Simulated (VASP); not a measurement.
# SiC (Moissanite 3C) (F-43m) in VASP: settings compared, part 2 of 2

VASP 6.6.1. The steps go on from the part before.

### 4 Relaxation of cell and atoms, PBE+D3(BJ)

INCAR reads:

```
ALGO = Normal
EDIFF = 1E-6
EDIFFG = -0.01
ENCUT = 600
GGA = PE
IBRION = 2
ISIF = 3
ISMEAR = 0
IVDW = 12
LASPH = T
LCHARG = F
LREAL = F
LWAVE = F
NELM = 80
NSW = 90
PREC = Accurate
SIGMA = 0.03
```

KPOINTS reads:

```
k-points
0
Gamma
  10 10 10
```

POSCAR reads:

```
SiC
1.0
    0.0000000000      2.1790000000      2.1790000000
    2.1790000000      0.0000000000      2.1790000000
    2.1790000000      2.1790000000      0.0000000000
Si C
1 1
Direct
    0.0000000000      0.0000000000      0.0000000000
    0.2500000000      0.2500000000      0.2500000000
```

Potentials or basis: VASP PAW PBE potentials, release 64 (Si, C).

On the command line:

```
> cat potpaw_PBE.64/Si/POTCAR potpaw_PBE.64/C/POTCAR > POTCAR
> mpirun -np 1 vasp_std > vasp.out
```

OUTCAR:

```text
EDIFF = 1E-6
   EDIFFG = -0.01
   ENCUT = 600
   GGA = PE
   IBRION = 2
   ISIF = 3
   ISMEAR = 0
   IVDW = 12
   LASPH = T
   LREAL = F
   NELM = 80
   NSW = 90
   PREC = Accurate
 IVDW          = 12

 ion  position               nearest neighbor table
   1  0.000  0.000  0.000-   2 1.89   2 1.89   2 1.89   2 1.89
   2  0.250  0.250  0.250-   1 1.89   1 1.89   1 1.89   1 1.89

  LATTYP: Found a face centered cubic cell.
 ALAT       =     4.3580000000

  Lattice vectors:

 A1 = (   0.0000000000,   2.1790000000,   2.1790000000)
 A2 = (   2.1790000000,   0.0000000000,   2.1790000000)
 A3 = (   2.1790000000,   2.1790000000,   0.0000000000)

Analysis of symmetry for initial positions (statically):
=====================================================================
 Subroutine PRICEL returns:
 Original cell was already a primitive cell.

 Routine SETGRP: Setting up the symmetry group for a
 face centered cubic supercell.

 Subroutine GETGRP returns: Found 24 space group operations
 (whereof 24 operations were pure point group operations)
 out of a pool of 48 trial point group operations.

The static configuration has the point symmetry T_d .

Analysis of symmetry for dynamics (positions and initial velocities):
=====================================================================
 Subroutine PRICEL returns:
 Original cell was already a primitive cell.

 Routine SETGRP: Setting up the symmetry group for a
 face centered cubic supercell.

 Subroutine GETGRP returns: Found 24 space group operations
 (whereof 24 operations were pure point group operations)
 out of a pool of 48 trial point group operations.

The dynamic configuration has the point symmetry T_d .

 Subroutine INISYM returns: Found 24 space group operations
 (whereof 24 operations are pure point group operations),
 and found     1 'primitive' translations

----------------------------------------------------------------------------------------

                                     Primitive cell

  volume of cell :      20.6920

  direct lattice vectors                    reciprocal lattice vectors
[... 101 lines left out ...]
   EFERMI =   0.00;   METHOD = LEGACY
   ISMEAR =     0;   SIGMA  =   0.03  broadening in eV -4-tet -1-fermi 0-gaus
   EFERMI_NEDOS =   21; number of points for ismear=-14 and -15
   IALGO  =     38    algorithm
   IMIX   =      4    mixing-type and parameters
     AMIX     =   0.40;   BMIX     =  1.00
     AMIX_MAG =   1.60;   BMIX_MAG =  1.00
  volume/ion in A,a.u.               =      10.35        69.82
  Fermi-wavevector in a.u.,A,eV,Ry     =   1.192626  2.253736 19.352338  1.422357
  Thomas-Fermi vector in A             =   2.328660
   LORBIT       =      0    0 simple, 1 ext, 2 COOP (PROOUT), +10 PAW based schemes
   GGA     = PE    functional components
   LHFCALC =     F    Hartree Fock is set to
   AEXX    =    0.0000 exact exchange contribution
   IVDW    =    12    specifies the selected vdW correction
   LEPSILON=     F    determine dielectric tensor
   LRPA    =     F    only Hartree local field effects (RPA)
 conjugate gradient relaxation of ions
 non-spin polarized calculation
 Gauss-broadening in eV      SIGMA  =   0.03
  energy-cutoff  :      600.00
  volume of cell :       20.69
 maximum number of plane-waves:       701
 NGX is ok and might be reduce to    28
   NGX = 13   NGY = 13   NGZ = 13

--------------------------------------- Ionic step        1  -------------------------------------------

 number of electron       8.0000000 magnetization

 Free energy of the ion-electron system (eV)
  ---------------------------------------------------
  ext. energy  EPLUGINS =         0.00000000
  ---------------------------------------------------
  free energy    TOTEN  =       -15.05911966 eV

  energy without entropy =      -15.05911966  energy(sigma->0) =      -15.05911966

------------------------ aborting loop because EDIFF is reached ----------------------------------------

 Edisp (eV)   -0.60223

 E8    (eV) :    -0.2263
[... 71 lines left out ...]
--------------------------------------- Ionic step        3  -------------------------------------------

 number of electron       8.0000000 magnetization

 Free energy of the ion-electron system (eV)
  ---------------------------------------------------
  ext. energy  EPLUGINS =         0.00000000
  ---------------------------------------------------
  free energy    TOTEN  =       -15.05541895 eV

  energy without entropy =      -15.05541895  energy(sigma->0) =      -15.05541895

 E-fermi :   8.3936     XC(G=0): -11.3884

 val. band max:        8.1893235035   @ k =   0.0000   0.0000   0.0000
 cond. band min:       9.5397311887   @ k =   0.5000   0.5000   0.0000
 fundamental gap:      1.3504076852
 Fermi energy:         8.3936262858

 k-point     1 :       0.0000    0.0000    0.0000
  band No.  band energies     occupation
      1      -7.2718      2.00000
      2       8.1893      2.00000
      3       8.1893      2.00000
      4       8.1893      2.00000
      5      14.5094      0.00000
      6      15.5488      0.00000
      7      15.5488      0.00000
      8      15.5488      0.00000
[... 243 lines left out ...]
 k-point    24 :       0.4000    0.3000    0.0000
  band No.  band energies     occupation
      1      -4.1113      2.00000
      2       2.6012      2.00000
      3       5.0237      2.00000
      4       5.5534      2.00000
      5      11.0651      0.00000
      6      13.8453      0.00000
      7      19.8911      0.00000
      8      20.1920      0.00000

 [... further k-points ...]

------------------------ aborting loop because EDIFF is reached ----------------------------------------

 Edisp (eV)   -0.60669

 E8    (eV) :    -0.2280
[... 25 lines left out ...]
  FREE ENERGIE OF THE ION-ELECTRON SYSTEM (eV)
  ---------------------------------------------------
  free  energy   TOTEN  =       -15.6621081250 eV

  energy  without entropy=      -15.6621081250  energy(sigma->0) =      -15.66210812

 reached required accuracy - stopping structural energy minimisation
```

OSZICAR:

```text
N       E                     dE             d eps       ncg     rms          rms(c)
DAV:   1     0.762828008106E+01    0.76283E+01   -0.44019E+03   768   0.950E+02
DAV:   2    -0.164794364200E+02   -0.24108E+02   -0.22729E+02  1064   0.115E+02
DAV:   3    -0.169119802272E+02   -0.43254E+00   -0.43254E+00   888   0.194E+01
DAV:   4    -0.169133595032E+02   -0.13793E-02   -0.13793E-02  1160   0.118E+00
[... 17 lines left out ...]
DAV:   1    -0.150557513918E+02   -0.56796E-02   -0.15119E-02   784   0.108E+00    0.137E-01
DAV:   2    -0.150554873905E+02    0.26400E-03   -0.66942E-04   920   0.172E-01    0.683E-02
DAV:   3    -0.150554303359E+02    0.57055E-04   -0.89454E-05   952   0.667E-02    0.178E-02
DAV:   4    -0.150554196254E+02    0.10711E-04   -0.12950E-05   840   0.223E-02    0.812E-03
DAV:   5    -0.150554189506E+02    0.67479E-06   -0.35781E-07   424   0.499E-03
   3 F= -.15662108E+02 E0= -.15662108E+02  d E =-.762174E-03
```

Run time: 16 s. Hardware: 1 thread of Intel Xeon Platinum 8488C (Sapphire Rapids), shared host; peak memory 0.16 GiB.

What came out:

```
Free energy                            : -15.6621 eV
Relaxed volume                         : 10.27 Å³/atom
Relaxed cell                           : a = 3.074 Å, b = 3.074 Å, c = 3.074 Å, α = 60.00°, β = 60.00°, γ = 60.00°
Space group after relaxing (to 0.05 Å) : F-43m (No. 216)
Energy gained by relaxing              : 0.4 meV/atom
Ionic steps                            : 3
Pressure after relaxing                : 0.0 GPa
Band gap on the k mesh                 : 1.35 eV, indirect (least direct gap 4.55 eV)
Dispersion energy per atom             : -0.303 eV
```

Step by step:
```tsv
step	energy change (eV)	largest force (eV/Å)	pressure (GPa)	volume (Å³)
1	0.0000	0.0000	-1.58	20.69
2	0.0000	0.0000	1.69	20.39
3	-0.0008	0.0000	0.01	20.54
```

Final structure:
```
CELL_PARAMETERS angstrom
0.00000 2.17365 2.17365
2.17365 0.00000 2.17365
2.17365 2.17365 0.00000
ATOMIC_POSITIONS crystal
Si 0.00000 0.00000 0.00000
C 0.25000 0.25000 0.25000
```

A k mesh can miss the band edges.

### 5 Overview

| level | k mesh | cutoff (eV) | grid for exact exchange (PRECFOCK) | screening parameter | gap on the mesh (eV) | pressure (GPa) | relaxed volume (Å³/atom) |
| --- | --- | --- | --- | --- | --- | --- | --- |
| PBEsol | 10 × 10 × 10 | 600 | - | - | 1.23 | 0.0 | - |
| HSE06 | 6 × 6 × 6 | 520 | Fast | 0.2 1/A | 2.25 | 0.0 | 10.27 |
| PBE+D3(BJ) | 10 × 10 × 10 | 600 | - | - | 1.35 | 0.0 | 10.27 |

Alike in all rows: task relaxation of cell and atoms; potentials or basis VASP PAW PBE potentials, release 64 (Si, C); no spin polarisation; cell relaxed; smearing gaussian 0.03 eV.

Caveats: the PAW data sets were made with another functional, which shifts forces and pressure a little (some runs); the relaxation stopped at its first step, so nothing moved (some runs).

Absolute energies hang on the potentials; compare differences alone.
